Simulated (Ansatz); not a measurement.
# Se (bcc): energy against volume

The calculation used DFT, PBE, plane waves (420 eV) with PAW, scalar-relativistic (Ansatz 0.2.0).

The cell is scaled uniformly from the relaxed one, with fractional coordinates and shape fixed. Energies are extrapolated to zero smearing, pressures are those at the given smearing. Magnetic state: spin not included.

A Birch-Murnaghan fit gives V₀ = 20.42 Å³/atom, B₀ = 72 GPa, B₀′ = 4.5.

(1) What are the energy above the minimum and the pressure at 17.897 Å³/atom?

(2) What are the energy above the minimum and the pressure at 19.524 Å³/atom?

(3) What are the energy above the minimum and the pressure at 21.964 Å³/atom?

## Answers

(1) 89.9 meV/atom and 12.94 GPa as computed.

(2) 9.6 meV/atom and 3.65 GPa as computed.

(3) 23.2 meV/atom and -4.41 GPa as computed.
